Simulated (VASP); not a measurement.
# P in VASP: single point with HSE06

Aim: the single point of P with HSE06.

All numbers are computed with VASP 6.6.1; they aren't measurements. Logs are shortened: lines on timing, memory, paths and dates and some standing lists are left out, and cuts for length are marked.

### 1 The structure

The cell holds a sheet with vacuum, 4 atoms: a = 3.314 Å, b = 4.376 Å, c = 18.131 Å, α = 90.00°, β = 90.00°, γ = 90.00°.

The cell was built by a generator and needn't be a form met in nature.

### 2 Single point, HSE06

POSCAR reads:

```
P
1.0
    3.3136000000      0.0000000000      0.0000000000
    0.0000000000      4.3763000000      0.0000000000
    0.0000000000      0.0000000000     18.1308060800
P
4
Direct
    0.0000000000      0.0805600000      0.5587620338
    0.0000000000      0.9194400000      0.4412379662
    0.5000000000      0.5805600000      0.4412379662
    0.5000000000      0.4194400000      0.5587620338
```

INCAR.step1 reads:

```
SYSTEM = P
ALGO = Normal
EDIFF = 1E-5
ENCUT = 520
GGA = PE
ISIF = 2
ISMEAR = -1
LASPH = .TRUE.
LCHARG = .FALSE.
LREAL = .FALSE.
LWAVE = .TRUE.
NBANDS = 18
NELM = 80
PREC = Accurate
SIGMA = 0.05
```

INCAR.step2 reads:

```
SYSTEM = P
ALGO = Normal
EDIFF = 1E-7
ENCUT = 520
GGA = PE
HFSCREEN = 0.2
ISIF = 2
ISMEAR = -1
ISTART = 1
LASPH = .TRUE.
LCHARG = .FALSE.
LHFCALC = .TRUE.
LREAL = .FALSE.
LWAVE = .FALSE.
NBANDS = 18
NELM = 80
PREC = Accurate
PRECFOCK = Fast
SIGMA = 0.05
```

KPOINTS reads:

```
k-points
0
G
  8 6 1
  0 0 0
```

Potentials or basis: VASP PAW PBE potentials, release 64 (P).

The run is started by

```sh
cat potpaw_PBE.64/P/POTCAR > POTCAR
cp INCAR.step1 INCAR
mpirun -np 1 vasp_std > vasp.out
cp INCAR.step2 INCAR
mpirun -np 1 vasp_std > vasp.out
```

OUTCAR:

```text
SYSTEM = P
   EDIFF = 1E-7
   ENCUT = 520
   GGA = PE
   HFSCREEN = 0.2
   ISIF = 2
   ISMEAR = -1
   ISTART = 1
   LASPH = .TRUE.
   LHFCALC = .TRUE.
   LREAL = .FALSE.
   NELM = 80
   PREC = Accurate
   PRECFOCK = Fast

 ion  position               nearest neighbor table
   1  0.000  0.081  0.559-   4 2.22   4 2.22   2 2.24
   2  0.000  0.919  0.441-   3 2.22   3 2.22   1 2.24
   3  0.500  0.581  0.441-   2 2.22   2 2.22   4 2.24
   4  0.500  0.419  0.559-   1 2.22   1 2.22   3 2.24

  LATTYP: Found a simple orthorhombic cell.
 ALAT       =     3.3136000000
 B/A-ratio  =     1.3207085949
 C/A-ratio  =     5.4716338967

  Lattice vectors:

 A1 = (   3.3136000000,   0.0000000000,   0.0000000000)
 A2 = (   0.0000000000,   4.3763000000,   0.0000000000)
 A3 = (   0.0000000000,   0.0000000000,  18.1308060800)

Analysis of symmetry for initial positions (statically):
=====================================================================
 Subroutine PRICEL returns:
 Original cell was already a primitive cell.

 Routine SETGRP: Setting up the symmetry group for a
 simple orthorhombic supercell.

 Subroutine GETGRP returns: Found  8 space group operations
 (whereof  4 operations were pure point group operations)
 out of a pool of  8 trial point group operations.

The static configuration has the point symmetry C_2h.
 The point group associated with its full space group is D_2h.

Analysis of symmetry for dynamics (positions and initial velocities):
=====================================================================
 Subroutine PRICEL returns:
 Original cell was already a primitive cell.

 Routine SETGRP: Setting up the symmetry group for a
 simple orthorhombic supercell.

 Subroutine GETGRP returns: Found  8 space group operations
 (whereof  4 operations were pure point group operations)
 out of a pool of  8 trial point group operations.

The dynamic configuration has the point symmetry C_2h.
 The point group associated with its full space group is D_2h.

 Subroutine INISYM returns: Found  8 space group operations
 (whereof  4 operations are pure point group operations),
 and found     1 'primitive' translations

----------------------------------------------------------------------------------------

                                     Primitive cell

  volume of cell :     262.9204

[... 94 lines left out ...]
   ISYM   =      3    0-nonsym 1-usesym 2-fastsym
   POTIM  = 0.5000    time-step for ionic-motion
   TEBEG  =    0.0;   TEEND  =   0.0 temperature during run
   PSTRESS=    0.0 pullay stress
   NELECT =      20.0000    total number of electrons
   NUPDOWN=      -1.0000    fix difference up-down
   EMIN   =  10.00;   EMAX   =-10.00  energy-range for DOS
   EFERMI =   0.00;   METHOD = LEGACY
   ISMEAR =    -1;   SIGMA  =   0.05  broadening in eV -4-tet -1-fermi 0-gaus
   EFERMI_NEDOS =   21; number of points for ismear=-14 and -15
   IALGO  =     38    algorithm
   IMIX   =      1    mixing-type and parameters
     AMIX     =   0.40;   BMIX     =  1.00
     AMIX_MAG =   1.60;   BMIX_MAG =  1.00
  volume/ion in A,a.u.               =      65.73       443.57
  Fermi-wavevector in a.u.,A,eV,Ry     =   0.693655  1.310818  6.546538  0.481157
  Thomas-Fermi vector in A             =   1.775929
   LORBIT       =      0    0 simple, 1 ext, 2 COOP (PROOUT), +10 PAW based schemes
   GGA     = PE    functional components
   LHFCALC =     T    Hartree Fock is set to
   PRECFOCK=fast      Normal, Fast or Accurate (Low or Medium for compatibility)
   ENCUT4O =  -1.0   cutoff for four orbital integrals eV
   NKREDX  =     1    reduce k-point grid by
   NKREDY  =     1    reduce k-point grid by
   NKREDZ  =     1    reduce k-point grid by
   AEXX    =    0.2500 exact exchange contribution
   HFSCREEN=    0.2000 screening length (either q_TF or 0.3 A-1)
   HFSCREENC=   0.2000 screening length for correlation (either q_TF or 0.3 A-1)
   ENCUTFOCK=  -1.0 apply spherical cutoff to Coloumb kernel
   IVDW    =     0    specifies the selected vdW correction
   LEPSILON=     F    determine dielectric tensor
   LRPA    =     F    only Hartree local field effects (RPA)
 non-spin polarized calculation
  energy-cutoff  :      520.00
  volume of cell :      262.92
 maximum number of plane-waves:      7104
 NGX is ok and might be reduce to    28
  NGX = 14; NGY = 18; NGZ = 80

 number of electron      19.9999997 magnetization

 Free energy of the ion-electron system (eV)
  ---------------------------------------------------
  ext. energy  EPLUGINS =         0.00000000
  ---------------------------------------------------
  free energy    TOTEN  =       -25.76751134 eV

  energy without entropy =      -25.76751125  energy(sigma->0) =      -25.76751129

 E-fermi :  -1.4227     XC(G=0):  -2.8661

 val. band max:       -2.1110210253   @ k =   0.0000   0.0000   0.0000
 cond. band min:      -0.7486116938   @ k =   0.0000   0.0000   0.0000
 fundamental gap:      1.3624093315
 Fermi energy:        -1.4227043853

 k-point     1 :       0.0000    0.0000    0.0000
  band No.  band energies     occupation
      1     -18.9095      2.00000
      2     -15.9778      2.00000
      3     -12.0184      2.00000
      4      -8.4796      2.00000
      5      -7.3637      2.00000
      6      -7.0872      2.00000
[... 397 lines left out ...]
      5      -7.6163      2.00000
      6      -7.6163      2.00000
[... 10 lines left out ...]
     17       4.8640      0.00000
     18       4.8640      0.00000

------------------------ aborting loop because EDIFF is reached ----------------------------------------

  FORCE on cell =-STRESS in cart. coord.  units (eV):
  Direction    XX          YY          ZZ          XY          YZ          ZX
  --------------------------------------------------------------------------------------
  -------------------------------------------------------------------------------------
  Total       -0.6142119      0.0041349     -1.1789518      0.0000000      0.0000000      0.0000000
  in kB       -3.7428683      0.0251970     -7.1842649      0.0000000      0.0000000      0.0000000
  external PRESSURE =      -3.6339787 kB  Pullay stress =       0.0000000 kB

 VOLUME and BASIS-vectors are now :
 -----------------------------------------------------------------------------
  energy-cutoff  :      520.00
  volume of cell :      262.92
      direct lattice vectors                 reciprocal lattice vectors
     3.313600000  0.000000000  0.000000000     0.301786577  0.000000000  0.000000000
     0.000000000  4.376300000  0.000000000     0.000000000  0.228503530  0.000000000
     0.000000000  0.000000000 18.130806080     0.000000000  0.000000000  0.055154746

 POSITION                                       TOTAL-FORCE (eV/Angst)
 -----------------------------------------------------------------------------------
      0.00000      0.35255     10.13081        -0.000000      0.280018     -0.272459
      0.00000      4.02375      8.00000         0.000000     -0.280018      0.272459
      1.65680      2.54070      8.00000         0.000000      0.280018      0.272459
      1.65680      1.83560     10.13081        -0.000000     -0.280018     -0.272459
 -----------------------------------------------------------------------------------
    total drift:                               -0.000000     -0.000000      0.000000

  FREE ENERGIE OF THE ION-ELECTRON SYSTEM (eV)
  ---------------------------------------------------
  free  energy   TOTEN  =       -25.7675113378 eV

  energy  without entropy=      -25.7675112471  energy(sigma->0) =      -25.76751129
```

OUTCAR.step1:

```text
SYSTEM = P
   EDIFF = 1E-5
   ENCUT = 520
   GGA = PE
   ISIF = 2
[... 647 lines left out ...]
      0.00000      0.35255     10.13081         0.000000      0.033283      0.012177
      0.00000      4.02375      8.00000        -0.000000     -0.033283     -0.012177
      1.65680      2.54070      8.00000        -0.000000      0.033283     -0.012177
      1.65680      1.83560     10.13081        -0.000000     -0.033283      0.012177
 -----------------------------------------------------------------------------------
    total drift:                                0.000000     -0.000000     -0.000000

  FREE ENERGIE OF THE ION-ELECTRON SYSTEM (eV)
  ---------------------------------------------------
  free  energy   TOTEN  =       -21.4349446651 eV

  energy  without entropy=      -21.4349004988  energy(sigma->0) =      -21.43492258
```

Wall time 65 min (1 thread of Intel Xeon Platinum 8559C (Emerald Rapids), shared host); peak memory 0.53 GiB.

Results:

| Property | Result |
| --- | --- |
| Free energy | -25.7675 eV |
| Largest force | 0.391 eV/Å |
| Band gap on the k mesh | 1.36 eV, direct |

Forces in eV/Å, atoms in the order of the input:
```
P    0.000  0.280 -0.272
P    0.000 -0.280  0.272
P    0.000  0.280  0.272
P    0.000 -0.280 -0.272
```

Levels at points of the mesh, in eV from the valence-band top:
```csv
k point,band 6,band 7,band 8,band 9,band 10,band 11,band 12,band 13,band 14,band 15
"(0.00, 0.00, 0.00)",-4.98,-3.90,-2.12,-2.00,0.00,1.36,2.21,3.56,4.45,4.92
"(0.50, 0.00, 0.00)",-5.17,-3.06,-3.06,-2.26,-2.26,2.07,2.07,2.59,2.59,4.37
"(0.00, 0.50, 0.00)",-3.48,-2.87,-2.87,-1.03,-1.03,2.81,2.81,4.26,4.26,4.44
"(0.50, 0.50, 0.00)",-5.51,-5.48,-5.48,-1.57,-1.57,3.20,3.20,5.47,5.47,6.78
```

Caveat: the PAW data sets were made with another functional, which shifts forces and pressure a little.
